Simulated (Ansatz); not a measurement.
TePb:

```
Pb Te
1.0
     0.00000    3.23100    3.23100
     3.23100    0.00000    3.23100
     3.23100    3.23100    0.00000
Pb Te
1 1
Direct
  0.00000 0.00000 0.00000
  0.50000 0.50000 0.50000
```

* Program: Ansatz 0.2.0
* Task: relaxation of cell and atoms
* Functional: LDA
* Potentials or basis: all-electron LAPW, scalar-relativistic
* Basis error allowed: 0.001 eV/atom
* k mesh: 7 × 7 × 7
* Occupations: fermi-dirac, width 0.05 eV
* Spin: no spin polarisation

At the start: volume 33.73 Å³/atom.

Task: Where does the relaxation end?

Result: Over 4 steps the energy falls by 7.1 meV/atom and the volume is 32.49 Å³/atom (-3.7 %); space group Fm-3m (No. 225, to 0.05 Å).

Step by step:
```tsv
step	energy change (eV)	largest force (eV/Å)	volume (Å³)
1	0.0000	0.0000	67.46
2	-0.0124	0.0000	64.05
3	-0.0142	0.0000	64.97
4	-0.0142	0.0000	64.97
```

Final structure:
```
Pb Te
1.0
     0.00000    3.19076    3.19076
     3.19076    0.00000    3.19076
     3.19076    3.19076    0.00000
Pb Te
1 1
Direct
  0.00000 0.00000 0.00000
  0.50000 0.50000 0.50000
```
